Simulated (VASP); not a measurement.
**Os: relaxation of shape and atoms at fixed volume with PBE**

Crystal: Os.

```
Os
1.0
     2.71139    0.00000    0.00000
    -1.35570    2.34814    0.00000
     0.00000    0.00000    4.27984
Os
2
Direct
  0.33333 0.66667 0.25000
  0.66667 0.33333 0.75000
```

The cell isn't the ideal one: a relaxed cell with its volume scaled by 0.96.

* Program: VASP 6.6.1
* Task: relaxation of shape and atoms at fixed volume
* Functional: PBE
* Potentials or basis: VASP PAW PBE potentials, release 64 (Os)
* Cutoff: 300 eV
* k mesh: 8 × 8 × 5
* Occupations: methfessel-paxton, width 0.1 eV
* Spin: no spin polarisation
* Further INCAR settings: ALGO = Normal; EDIFF = 1e-07; IBRION = 2; EDIFFG = -0.01; NSW = 40; ISIF = 4

```json
{
  "Energy gained by relaxing": "0.1 meV/atom",
  "Ionic steps": "3",
  "Pressure after relaxing": "18.7 GPa",
  "Band gap on the k mesh": "none (metal or under the smearing width)"
}
```

Step by step:
```csv
step,energy change (eV),largest force (eV/Å),pressure (GPa)
1,0.0000,0.0000,18.77
2,0.0002,0.0000,18.66
3,-0.0002,0.0000,18.72
```

Final structure:
```yaml
crystal:
  lattice:
    - [2.70926, 0.00000, 0.00000]
    - [-1.35463, 2.34629, 0.00000]
    - [0.00000, 0.00000, 4.28659]
  atoms:
    - { symbol: Os, position: [0.33333, 0.66667, 0.25000] }
    - { symbol: Os, position: [0.66667, 0.33333, 0.75000] }
```

Levels at points of the mesh, in eV from the Fermi level:
```csv
k point,band 6,band 7,band 8,band 9,band 10,band 11
"(0.00, 0.00, 0.00)",-2.00,-2.00,-1.32,-1.32,0.31,2.05
"(0.50, 0.00, 0.00)",-2.38,-1.66,2.44,3.03,3.13,4.90
```

It took 9 s on 1 thread of Intel(R) Xeon(R) Platinum 8488C (Sapphire Rapids), on a shared host, peak memory 0.11 GiB.

The run has no spin-orbit coupling, so splittings on Os are missing.
